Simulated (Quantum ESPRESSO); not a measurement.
## Zr: single point with PBEsol

Zr:

```
Zr
1.0
     3.23200    0.00000    0.00000
    -1.61600    2.79899    0.00000
     0.00000    0.00000    5.14700
Zr
2
Direct
  0.66667 0.33333 0.75000
  0.33333 0.66667 0.25000
```

- Program: Quantum ESPRESSO 7.5
- Task: single point
- Functional: PBEsol
- Potentials or basis: GBRV 1.5 PBEsol
- Cutoff: 612 eV
- Density cutoff: 4898 eV
- k mesh: 9 × 9 × 5
- Occupations: fermi-dirac, width 0.05 eV
- Spin: no spin polarisation
- Mixing beta: 0.5
- Most SCF iterations: 120
- SCF threshold: 4e-10 Ry

The pressure is -3.3 GPa and the band gap on the k mesh is none (metal or under the smearing width).

Stress tensor (GPa, compression positive):
```
-3.58  0.00  0.00
 0.00 -3.58  0.00
 0.00  0.00 -2.74
```

Levels at points of the mesh, in eV from the Fermi level:
| k point | band 10 | band 11 | band 12 | band 13 | band 14 | band 15 |
| --- | --- | --- | --- | --- | --- | --- |
| (0.00, 0.00, 0.00) | -3.05 | 0.85 | 0.85 | 1.00 | 1.17 | 1.54 |

It took 11 s on 2 MPI ranks on Arm Neoverse V2, on a shared host, peak memory 0.24 GiB a rank.
